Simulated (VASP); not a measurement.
# Li3N (alpha): computed properties

All values below come from PBE GGA, VASP's PBE PAW potentials (set 64) (plane waves; VASP).

```json
{
  "space_group": "P6/mmm (191)",
  "cell": "a = b = 3.633 Å, c = 3.866 Å, α = β = 90.00°, γ = 120.00°",
  "volume_per_atom": "11.05 Å³/atom",
  "band gap (over mesh and band path)": "1.07 eV",
  "smallest direct gap (over mesh and band path)": "1.27 eV",
  "hill_bulk_modulus": "53.7 GPa",
  "hill_shear_modulus": "34.6 GPa",
  "Poisson's ratio": "0.235",
  "band_edge_character": "indirect, A to Γ",
  "density": "1.31 g/cm³",
  "optical Γ-point spectrum": "150, 328 (×2), 416 (×2), 500, 618 (×2), 679 cm⁻¹",
  "C11": "124 GPa",
  "C12": "31.5 GPa",
  "C13": "6.4 GPa",
  "C33": "146 GPa",
  "C44": "17.8 GPa",
  "C66": "46.4 GPa"
}
```

Li3N has the hexagonal space group P6/mmm (No. 191), Pearson symbol hP4. Lattice parameters: a = 3.633 Å, b = 3.633 Å, c = 3.866 Å, α = 90.00°, β = 90.00°, γ = 120.00°. Li1 on 2c is coordinated by 3 N at 2.097 Å (trigonal planar). Li2 on 1b sees 2 N at 1.933 Å (linear). N on 1a is coordinated by 2 Li at 1.933 Å and 6 Li at 2.097 Å. (Neighbours: up to the widest gap in distance over summed covalent radii, below 1.35, at either atom; cation-cation and far metal-metal contacts left out.)

Measured: gap 2.15 eV at 4 K (computed value off by -1.08 eV), as given by H. Brendecke et al., Journal of Applied Physics (1979), doi:10.1063/1.326533.

The compound is Li3N in the alpha structure. It was relaxed first. Symmetry was kept, so distortions that lower it aren't found.
